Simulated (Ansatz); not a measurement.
# Si: equation of state with PBE

The system is Si.

```
Si
1.0
     2.62054    0.00000    0.00000
    -1.31027    2.26946    0.00000
     0.00000    0.00000    2.46635
Si
1
Direct
  0.00000 0.00000 0.00000
```

This isn't the form of Si at room conditions, which is diamond.

```yaml
Program: Ansatz 0.2.0
Task: equation of state
Functional: PBE
Potentials_or_basis: Ansatz PAW
Cutoff: 420 eV
Density_cutoff: 1680 eV
k_mesh: 12 × 12 × 11
Occupations: fermi-dirac, width 0.05 eV
Spin: no spin polarisation
```

The equilibrium volume is 15.07 Å³/atom, the bulk modulus at fixed shape and positions is 108 GPa and the pressure derivative of the bulk modulus is 4.6.

Energy against volume, from the lowest point:
| volume (Å³/atom) | energy (meV/atom) |
| --- | --- |
| 13.788 | 43.02 |
| 14.081 | 24.46 |
| 14.375 | 11.48 |
| 14.668 | 3.49 |
| 14.961 | 0.00 |
| 15.255 | 0.53 |
| 15.548 | 4.65 |

All runs of the series together: 10 s on 2 threads of Intel(R) Xeon(R) Processor @ 2.50GHz (Skylake/Cascade Lake) (shared host).

Caveat: the cell was scaled at fixed shape and fractional positions, which overstates the stiffness of a crystal with free parameters, most of all of layers and chains.
